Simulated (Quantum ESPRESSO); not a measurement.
**ZnSe (Stilleite): dielectric tensor and Born charges under several settings**

```
CELL_PARAMETERS angstrom
0.00000 2.83380 2.83380
2.83380 0.00000 2.83380
2.83380 2.83380 0.00000
ATOMIC_POSITIONS crystal
Se 0.75000 0.75000 0.75000
Zn 0.00000 0.00000 0.00000
```

All runs used Quantum ESPRESSO 7.5; potentials Ansatz NC SR PBE; given cell; no spin polarisation; cutoff 1170 eV; occupations smeared at first, fixed for the response.

```tsv
level	k mesh (s: shifted)	pressure (GPa)	ε∞ (diagonal)	Born charge of atom 1 (e)	sum of the Born charges (e)
PBE	2 × 2 × 2s	2.5	9.49	-2.82	-0.74
PBE	4 × 4 × 4s	?	?	?	?
PBE	6 × 6 × 6s	2.1	7.26	-2.05	0.00
PBE	8 × 8 × 8s	2.1	7.26	-2.05	0.00
```

**Question.** What stands in the row left open?

**Answer.** Pressure 2.1 GPa; ε∞ 7.36; Born charge of atom 1 -2.07 e; sum of the Born charges -0.02 e.

Caveats: some runs use coarse meshes.

For the row left open. Caveat: the mesh is thin for the dielectric tensor, Born charges and intensities, which usually come out too large.
